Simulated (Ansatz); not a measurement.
## InSb: a fit and a missing row

InSb, Pmmn, a = 5.949 Å, b = 5.962 Å, c = 3.153 Å. This isn't the usual stable structure of the compound. Ansatz: r2SCAN, PAW, 500 eV, Γ-centred 8×8×14 mesh on 4 atoms, Gaussian smearing 0.10 eV; no spin polarisation. Shape and atoms are relaxed at each volume; pressure is positive in compression.

```
V (Å³/atom) P (GPa)
     26.279     3.30
     27.118     1.55
     27.957    -0.01
     28.795    -1.37
     29.634        ?
```

Question: Take V0 = 27.957 Å³/atom, count pressures from its P0 = -0.01 GPa, fit the third-order Birch–Murnaghan form to the other rows, and predict the missing pressure.

Answer: With the Eulerian strain f = ½[(V0/V)^(2/3) − 1] and y = (P − P0)/[3f(1 + 2f)^(5/2)], the form is the line y = B0 + 1.5 B0 (B0′ − 4) f. Rows (f, y): 0.02106, 47.3; 0.01026, 48.2; -0.00975, 48.8. Means f = 0.007190, y = 48.100; Σ(Δf)² = 0.0004888, ΣΔfΔy = -0.02265; the slope is their ratio. y = 48.43 − 46.34 f GPa, so B0 = 48.4 GPa and B0′ = 4 + 2 × (-46.34)/(3 × 48.43) = 3.36. At V = 29.634, f = -0.01905, y = 49.31 and P = -2.57 GPa. The run gave -2.53 GPa, so the fit is 0.04 GPa too low, a small miss on the scale of the series. The form still works here, 33 % of the fitted range beyond its end.

Cost: 5 runs of about 10 core-minutes in all, on AMD EPYC 9R45 (Zen 5) (shared hosts).